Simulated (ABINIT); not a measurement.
WS2: single point with PBE

Slab: WS2, a slab with vacuum.

```
W S
1.0
     3.18321    0.00000    0.00000
    -1.59160    2.75674    0.00000
     0.00000    0.00000   23.66876
W S
2 4
Direct
  0.66667 0.33333 0.36268
  0.33333 0.66667 0.63732
  0.66667 0.33333 0.70318
  0.33333 0.66667 0.42856
  0.66667 0.33333 0.57144
  0.33333 0.66667 0.29682
```

| Property | Result |
| --- | --- |
| Program | ABINIT 10.8.3 (patched build) |
| Task | single point |
| Functional | PBE |
| Potentials or basis | JTH PAW PBE v2.0 |
| Cutoff | 544 eV |
| k mesh | 10 × 10 × 2 |
| Occupations | fermi-dirac, width 0.05 eV |
| Spin | no spin polarisation |
| Fine-grid cutoff | 1088.46 eV |

The largest force is 0.291 eV/Å, the band gap on the k mesh is 1.67 eV, indirect (least direct gap 2.13 eV) and the valence electrons inside the program's atomic spheres are W 11.72; S 3.61, 3.62.

Forces on the atoms (eV/Å):
```
W    0.000  0.000 -0.013
W    0.000  0.000  0.013
S    0.000  0.000  0.291
S    0.000  0.000  0.250
S    0.000  0.000 -0.250
S    0.000  0.000 -0.291
```

Levels at points of the mesh, in eV from the valence-band top:
```
           k point  band 24  band 25  band 26  band 27  band 28  band 29
(0.00, 0.00, 0.00)    -1.96    -0.48     0.00     2.57     2.57     2.58
(0.50, 0.00, 0.00)    -1.59    -1.27    -1.22     2.52     2.53     2.95
(0.00, 0.00, 0.50)    -1.96    -0.48     0.00     2.57     2.57     2.58
(0.50, 0.00, 0.50)    -1.59    -1.27    -1.22     2.52     2.53     2.95
```

It took 14 min on 1 thread of Arm Neoverse V1, with other jobs on the host, peak memory 0.32 GiB.

Caveat: spin-orbit coupling is left out, which moves the levels of the heavy elements.
